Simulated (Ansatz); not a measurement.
# Si3N4 (P-43m) in Ansatz: notebook, part 2 of 2

Ansatz 0.2.0. The steps go on from the part before.

## (5) Relaxation of cell and atoms, BLYP

input.yaml reads:

```yaml
crystal:
  lattice:
    - [4.13078, 0.0, 0.0]
    - [0.0, 4.13078, 0.0]
    - [0.0, 0.0, 4.13078]
  atoms:
    - { symbol: Si, position: [0.0, 0.0, 0.5] }
    - { symbol: Si, position: [0.5, 0.0, 0.0] }
    - { symbol: Si, position: [0.0, 0.5, 0.0] }
    - { symbol: "N", position: [0.23952, 0.23952, 0.76048] }
    - { symbol: "N", position: [0.76048, 0.76048, 0.76048] }
    - { symbol: "N", position: [0.23952, 0.76048, 0.23952] }
    - { symbol: "N", position: [0.76048, 0.23952, 0.23952] }
hamiltonian:
  xc: blyp
  pseudopotentials: { kind: paw }
kpoints:
  mp_grid: { grid: [7, 7, 7] }
scf:
  occupations: { method: fermi_dirac, width: 0.05 }
output:
  forces: true
  stress: true
  eigenvalues: true
  write_density: true
  write_potential: true
  elf: true
  volumetric_format: npy
relax:
  f_tol: 0.01
  max_steps: 40
  cell: { stress_tol: 0.05 }
```

Potentials or basis: Ansatz PAW.

On the command line:

```bash
ansatz run input.yaml --threads 4 --pin off --max-ram 11264MiB --backend cpu --events-out ev --progress --plain --runs-dir out
```

What it wrote:

```text
Warning: RAYON_NUM_THREADS=4 ignored (pool sized by the plan → 4); use --threads N
Engine: ansatz 0.2.0, aarch64-unknown-linux-gnu
Pseudopotentials: kind: paw
Pseudopotential: Si, paw, valence charge 4, recommended cutoff 420 eV (normal), Si.paw.azcp
Pseudopotential: N, paw, valence charge 5, recommended cutoff 420 eV (normal), N.paw.azcp
Functional definition: BLYP
  parameter beta = 0.0042
  parameter a = 0.04918
  parameter b = 0.132
  parameter c = 0.2533
  parameter d = 0.349
  exchange = b88_x(beta = beta)
  correlation = lyp_c(a = a, b = b, c = c, d = d)
Crystal: 7 atoms, lattice volume = 70.485 Å³
Basis set: ecut = 420 eV, 1357 PW (Γ), exchange–correlation on 60×60×60 points (8 copies of the dense FFT grid, shifted against one another)
Bands: 23, of which v1, the nominal top of the filled ones, is band 16 counted from 1 (15 counted from 0)
Symmetry: 24 space group operations
Space group: P-43m (ITA 215), of the structure as read, at distance tolerance 4.1e-5 Å
k-points: 20 of 343 (time reversal used)
Non-local potential: Si, projectors of the file, l = 0: 2, l = 1: 2, l = 2: 2
Non-local potential: N, projectors of the file, l = 0: 2, l = 1: 2, l = 2: 1
PAW form: soft (Blöchl's): semilocal exchange-correlation on the pseudo side does not see the compensation charge
PAW frozen core: Si, regenerated for the run's functional, and the local potential with it (the file was generated under x = pbe(κ = 0.804, μ = 0.2195149727645171), c = pbe(β = 0.06672455060314922))
PAW frozen core: N, regenerated for the run's functional, and the local potential with it (the file was generated under x = pbe(κ = 0.804, μ = 0.2195149727645171), c = pbe(β = 0.06672455060314922))
PAW one-centre angular grid: Si, 110 points (default); XC on 64 Gauss nodes
PAW one-centre angular grid: N, 110 points (default); XC on 64 Gauss nodes
Initial density: superposition of atomic densities (neutral atoms: chi_scale 0, normalization atom), corrected by the library's trained network
Initial wavefunctions: pseudopotential atomic-orbital guess
Functional: x = b88, c = lyp
SCF iter   1: F=—  HF=-3465.583713 eV  |F-HF|=—  |Δ(HF+E_count)|=         —  Δρ=2.08e-2  dr2=2.58e-1  ethr=1.77e-3  ⟨swp⟩=6.7  Hψ=2665  notcnv=0
preconditioner: auto → Resta (q_TF=auto, 2.392 Å⁻¹)  ε∞=4.1  [insulator: Δε(μ)=3.222 eV  Ē_g=14.114 eV  σ=0.050 eV  W_gap=1.00  n_scr=18 (ndim 8)  ℏωp=25.0 eV  f_vac=0.000  D(μ)=0.00/eV (n_scr^D=0)  ε∞_Penn≈4.1]
SCF iter   2: F=—  HF=-3465.505948 eV  |F-HF|=—  |Δ(HF+E_count)|=   7.78e-2  Δρ=3.01e-3  dr2=5.81e-3  ethr=8.07e-4  ⟨swp⟩=2.6  Hψ=964  notcnv=0  defer=41
SCF iter   3: F=—  HF=-3465.505227 eV  |F-HF|=—  |Δ(HF+E_count)|=   7.21e-4  Δρ=1.65e-3  dr2=1.76e-3  ethr=1.82e-5  ⟨swp⟩=1.6  Hψ=572  notcnv=0  defer=41
SCF iter   4: F=—  HF=-3465.505002 eV  |F-HF|=—  |Δ(HF+E_count)|=   2.25e-4  Δρ=1.72e-4  dr2=1.07e-5  ethr=5.51e-6  ⟨swp⟩=2.8  Hψ=821  notcnv=0  defer=41
SCF iter   5: F=—  HF=-3465.505023 eV  |F-HF|=—  |Δ(HF+E_count)|=   2.07e-5  Δρ=3.26e-5  dr2=5.83e-7  ethr=3.36e-8  ⟨swp⟩=2.5  Hψ=766  notcnv=0  defer=41
SCF iter   6: F=-3465.505023 eV  HF=-3465.505023 eV  |F-HF|=1.11e-8  |Δ(HF+E_count)|=   4.11e-7  Δρ=4.01e-6  dr2=7.26e-9  ethr=3.13e-10  ⟨swp⟩=15.1  Hψ=3711  notcnv=0
SCF 1 converged in 6 iterations: F = -3465.505023 eV  dr2 = 7.26e-9
relax step   1: F+E_penalty+E_count = -3465.50502344 eV  Δ(F+E_penalty+E_count) = +0.000e0 eV  max|allowed force component| = 8.981e-2 eV/Å  Δτ_max = 0.0000 Å  P = +3.783 GPa  Ω = 70.485 Å³  (6 SCF iters, dr2 threshold 1.00e-7 eV, accepted)
Crystal: 7 atoms, lattice volume = 71.568 Å³
[... 55 lines left out ...]
eigensolver tolerance schedule: the retry pair's looser diagonalisation over-reported the residual by 18062.60 of it (diagonalisation noise at an unbounded share of the residual, at the tolerance the schedule requests for it); recorded, not acted on — ethr = c·dr2/N_el stays at c = 1.0e-1
preconditioner: auto → Resta (q_TF=auto, 2.383 Å⁻¹)  ε∞=4.2  [insulator: Δε(μ)=3.014 eV  Ē_g=13.847 eV  σ=0.050 eV  W_gap=1.00  n_scr=18 (ndim 8)  ℏωp=24.8 eV  f_vac=0.000  D(μ)=0.00/eV (n_scr^D=0)  ε∞_Penn≈4.2]
SCF iter   2: F=—  HF=-3465.527061 eV  |F-HF|=—  |Δ(HF+E_count)|=   2.26e-5  Δρ=1.67e-6  dr2=1.14e-9  ethr=2.15e-11  ⟨swp⟩=3.1  Hψ=1097  notcnv=0
SCF iter   3: F=—  HF=-3465.527061 eV  |F-HF|=—  |Δ(HF+E_count)|=  8.44e-10  Δρ=6.20e-7  dr2=2.51e-10  ethr=3.57e-12  ⟨swp⟩=3.0  Hψ=819  notcnv=0
SCF iter   4: F=-3465.527061 eV  HF=-3465.527061 eV  |F-HF|=9.55e-12  |Δ(HF+E_count)|=  1.67e-10  Δρ=2.17e-7  dr2=2.69e-11  ethr=1.00e-12  ⟨swp⟩=8.0  Hψ=2458  notcnv=0
SCF 7 converged in 4 iterations: F = -3465.527061 eV  dr2 = 2.69e-11
relax step   7: F+E_penalty+E_count = -3465.52706123 eV  Δ(F+E_penalty+E_count) = -6.148e-10 eV  max|allowed force component| = 1.473e-4 eV/Å  Δτ_max = 0.0000 Å  P = +0.007 GPa  Ω = 71.982 Å³  stress off target by 7.21e-3 GPa  SCF on the basis re-selected at this cell (its energy is not comparable with the rows above)  (4 SCF iters)
basis re-selected at this cell: Δ(F+E_penalty+E_count) = -6.148e-10 eV, ΔP = +0.001 GPa vs the last step (what re-selecting the basis moved, of the pressure what is left beyond the Pulay correction that the steps carried, after the strain that the cell walked since its last selection, with what the two solves' SCF thresholds leave and, on support functions, any second-order correction that the steps lacked; it is no measure of the basis error at this ecutwfc). This SCF's stress stands 7.21e-3 GPa from its target on what of the cell is left free (relax.cell.stress_tol is 5.00e-2 GPa) and its largest allowed force component is 1.47e-4 eV/Å (relax.f_tol is 1.00e-2 eV/Å): within both
SCF converged after 4 iterations
Free energy (F): -3465.527061 eV
Harris-Foulkes:  -3465.527061 eV  (|F-HF|=9.55e-12)
Internal energy: -3465.527061 eV  (E = F + TS)
E sigma→0 (E₀):  -3465.527061 eV
Fermi energy:    10.068498 eV
--- Per-component energies (eV) ---
  E_band       = 56.418542
  E_kinetic    = 672.413765
  E_local      = -963.781083  (includes V_loc(G=0)·N_el)
  E_nonlocal   = 259.208150
  E_hartree    = 311.251498
  E_xc         = -405.505842
  E_vxc        = -444.879146  (∫ρ·V_xc dr)
  E_paw        = -2073.525222  (= ΣΔE_a)
  E_vpaw       = -89.046612  (= ΣTr[D̂ρ^β])
  E_aug_tail   = 0.000417  (compensation charges beyond the density's cutoff)
  E_ewald      = -1265.641463
  E_core_change = 0.052719  (= ΣΔE_core)
  E_smearing   = -0.000000  (= −TS)
  E_closure    = 0.000000  (closes the sum)
  Σ components = -3465.527061   (vs F -3465.527061, Δ=0.00e0)
--- Forces (eV/Å), atoms counted from 1 ---
  atom   1  Si     0.00000000    -0.00000000    -0.00000000
  atom   2  Si     0.00000000     0.00000000    -0.00000000
  atom   3  Si     0.00000000     0.00000000    -0.00000000
  atom   4  N     -0.00014725    -0.00014725     0.00014725
  atom   5  N      0.00014725     0.00014725     0.00014725
  atom   6  N     -0.00014725     0.00014725    -0.00014725
  atom   7  N      0.00014725    -0.00014725    -0.00014725
  max |Σ_I F_I| component: 1.91e-16 eV/Å
--- Stress (GPa, compression-positive) ---
        0.007208       0.000000       0.000000
        0.000000       0.007208      -0.000000
        0.000000       0.000000       0.007208
  P = ⅓ Tr σ = 0.0072 GPa (0.072 kbar)
--- Band table (eV; the first three rows and the last of 20) ---
  k-point 0: bands = ["-9.2489", "-5.5022", "-5.5022", "-5.5022", "-0.0262", "-0.0262", "4.0688", "4.0688", "4.0688", "4.2533", "5.1600", "5.1600", "5.1600", "8.3299", "8.3299", "8.3299", "11.5187", "11.5187", "11.5187", "12.6341", "15.3711", "15.3711", "19.0345"]
  k-point 1: bands = ["-9.1395", "-5.7878", "-5.4867", "-5.4867", "0.0618", "0.2950", "3.8607", "3.9476", "3.9476", "4.3272", "4.9461", "5.1220", "5.1220", "8.0017", "8.2988", "8.2988", "11.6726", "11.9421", "11.9421", "13.1101", "15.6184", "15.7992", "19.2010"]
  k-point 2: bands = ["-8.8308", "-6.4392", "-5.4512", "-5.4512", "0.2916", "1.0753", "3.3794", "3.6578", "3.6578", "4.0231", "4.9028", "5.1145", "5.1145", "7.2763", "8.1813", "8.1813", "12.2969", "13.0322", "13.0322", "13.9674", "16.2498", "16.9212", "18.5490"]
  k-point 19: bands = ["-6.9510", "-6.5453", "-6.5453", "-6.2374", "-0.1508", "-0.1508", "0.0016", "3.5241", "5.3349", "5.3349", "5.6549", "5.7171", "5.7171", "8.2981", "8.5043", "8.5043", "14.1222", "14.3933", "14.3933", "16.5806", "16.5806", "17.1466", "18.1795"]
--- Relaxed structure (5 steps of the walk, 5 accepted, 2 SCFs on fresh bases) ---
  F+E_penalty+E_count = -3465.52706123 eV   max|allowed force component| = 1.473e-4 eV/Å   (the final SCF, on the basis selected at the relaxed cell)
  cell:  # Å, volume = 71.9825 Å³
    - [4.1598300445713665, -1.2037062152420224e-35, -2.066351411646642e-34]
    - [1.163582674733955e-34, 4.1598300445713665, 1.6049427127745795e-33]
    - [-2.066351411646642e-34, 1.6049427127745795e-33, 4.1598300445713665]
  atoms:
    - { symbol: Si, position: [-5.858685611463997e-21, 1.2022022874723933e-19, 0.5] }
    - { symbol: Si, position: [0.5, 1.2022022874723942e-19, 1.1225241631564836e-19] }
    - { symbol: Si, position: [-5.858685611464061e-21, 0.5, 1.1225241631564848e-19] }
    - { symbol: N, position: [0.23735048924336727, 0.23735048924336727, 0.7626495107566328] }
    - { symbol: N, position: [0.7626495107566328, 0.7626495107566328, 0.7626495107566328] }
    - { symbol: N, position: [0.23735048924336727, 0.7626495107566328, 0.23735048924336727] }
    - { symbol: N, position: [0.7626495107566328, 0.23735048924336727, 0.23735048924336727] }
```

It took 8 s on 4 threads of Arm Neoverse V1, shared host; peak memory 0.34 GiB.

What came out:

```
Free energy                            : -3465.5271 eV
Relaxed volume                         : 10.28 Å³/atom
Relaxed cell                           : a = 4.160 Å, b = 4.160 Å, c = 4.160 Å, α = 90.00°, β = 90.00°, γ = 90.00°
Space group after relaxing (to 0.05 Å) : P-43m (No. 215)
Energy gained by relaxing              : 3.1 meV/atom
Ionic steps                            : 7
Pressure after relaxing                : 0.0 GPa
Band gap on the k mesh                 : 3.01 eV, indirect (least direct gap 3.19 eV)
```

The path:
| step | energy change (eV) | largest force (eV/Å) | volume (Å³) |
| --- | --- | --- | --- |
| 1 | 0.0000 | 0.1556 | 70.48 |
| 2 | -0.0161 | 0.0641 | 71.57 |
| 3 | -0.0165 | 0.0330 | 71.86 |
| 4 | -0.0164 | 0.0004 | 71.93 |
| 5 | -0.0222 | 0.0009 | 71.93 |
| 6 | -0.0220 | 0.0002 | 71.98 |
| 7 | -0.0220 | 0.0003 | 71.98 |

Final structure:
```
CELL_PARAMETERS angstrom
4.15983 0.00000 0.00000
0.00000 4.15983 0.00000
0.00000 0.00000 4.15983
ATOMIC_POSITIONS crystal
Si 0.00000 0.00000 0.50000
Si 0.50000 0.00000 0.00000
Si 0.00000 0.50000 0.00000
N 0.23735 0.23735 0.76265
N 0.76265 0.76265 0.76265
N 0.23735 0.76265 0.23735
N 0.76265 0.23735 0.23735
```

Levels at points of the mesh, in eV from the valence-band top:
| k point | band 12 | band 13 | band 14 | band 15 | band 16 | band 17 | band 18 | band 19 | band 20 | band 21 |
| --- | --- | --- | --- | --- | --- | --- | --- | --- | --- | --- |
| (0.00, 0.00, 0.00) | -3.34 | -3.34 | -0.17 | -0.17 | -0.17 | 3.01 | 3.01 | 3.01 | 4.13 | 6.87 |

Caveat: odd divisions of the mesh miss points on the zone boundary, where band edges often lie, so the gap on the mesh can be too wide; the plane-wave basis is chosen anew once the cell has moved, so the energies of steps on either side of that aren't comparable; the pressure holds a Pulay correction of +0.6 GPa for the finite cutoff; the PAW data sets come from PBE, with cores solved anew for the run's functional, which leaves a small shift of forces and pressure.

## (6) Relaxation of cell and atoms, r2SCAN

input.yaml: that of step 5 with these lines changed.

```diff
@@ -14,3 +14,3 @@
 hamiltonian:
-  xc: blyp
+  xc: r2scan
   pseudopotentials: { kind: paw }
@@ -24,6 +24,2 @@
   eigenvalues: true
-  write_density: true
-  write_potential: true
-  elf: true
-  volumetric_format: npy
 relax:
```

Potentials or basis: Ansatz PAW.

On the command line:

```bash
ansatz run input.yaml --threads 4 --pin off --max-ram 11264MiB --backend cpu --events-out ev --progress --plain --runs-dir out
```

It took 11 s on 4 threads of Arm Neoverse V1, shared host; peak memory 0.46 GiB.

It converged, with:

```yaml
Free_energy: -3463.6292 eV
Relaxed_volume: 9.85 Å³/atom
Relaxed_cell: a = 4.101 Å, b = 4.101 Å, c = 4.101 Å, α = 90.00°, β = 90.00°, γ = 90.00°
Space_group_after_relaxing_to_0.05_Å: P-43m (No. 215)
Energy_gained_by_relaxing: 4.3 meV/atom
Ionic_steps: 5
Pressure_after_relaxing: 0.0 GPa
Band_gap_on_the_k_mesh: 3.34 eV, indirect (least direct gap 3.52 eV)
```

Forces on the atoms (eV/Å):
```
Si   0.000  0.000  0.000
Si   0.000  0.000  0.000
Si   0.000  0.000  0.000
N   -0.001 -0.001  0.001
N    0.001  0.001  0.001
N   -0.001  0.001 -0.001
N    0.001 -0.001 -0.001
```

The path:
```tsv
step	energy change (eV)	largest force (eV/Å)	volume (Å³)
1	0.0000	0.2927	70.48
2	-0.0223	0.1987	69.66
3	-0.0307	0.0111	68.93
4	-0.0308	0.0022	68.97
5	-0.0303	0.0022	68.97
```

Final structure:
```xyz
7
Lattice="4.1010 0.0000 0.0000 0.0000 4.1010 0.0000 0.0000 0.0000 4.1010" Properties=species:S:1:pos:R:3 pbc="T T T"
Si    0.0000    0.0000    2.0505
Si    2.0505    0.0000    0.0000
Si    0.0000    2.0505    0.0000
N     0.9797    0.9797    3.1213
N     3.1213    3.1213    3.1213
N     0.9797    3.1213    0.9797
N     3.1213    0.9797    0.9797
```

Levels at points of the mesh, in eV from the valence-band top:
```
           k point  band 12  band 13  band 14  band 15  band 16  band 17  band 18  band 19  band 20  band 21
(0.00, 0.00, 0.00)    -3.46    -3.46    -0.18    -0.18    -0.18     3.34     3.34     3.34     5.09     7.74
```

Caveat: odd divisions of the mesh miss points on the zone boundary, where band edges often lie, so the gap on the mesh can be too wide; the plane-wave basis is chosen anew once the cell has moved, so the energies of steps on either side of that aren't comparable; the PAW data sets come from PBE, with cores solved anew for the run's functional, which leaves a small shift of forces and pressure.

## (7) Summary

```tsv
level	cutoff (eV)	gap on the mesh (eV)	pressure (GPa)	relaxed volume (Å³/atom)
PBEsol	420	2.63	0.0	9.88
RPBE	420	2.79	0.0	10.24
revPBE	420	2.78	0.0	10.20
BLYP	420	3.01	0.0	10.28
r2SCAN	500	3.34	0.0	9.85
```

Alike in all rows: task relaxation of cell and atoms; potentials or basis Ansatz PAW; no spin polarisation; cell relaxed; k mesh 7 × 7 × 7; smearing fermi-dirac 0.05 eV.

Caveats: odd divisions of the mesh miss points on the zone boundary, where band edges often lie, so the gap on the mesh can be too wide; the plane-wave basis is chosen anew once the cell has moved, so the energies of steps on either side of that aren't comparable; the PAW data sets come from PBE, with cores solved anew for the run's functional, which leaves a small shift of forces and pressure.

Absolute energies hang on the potentials; compare differences alone.
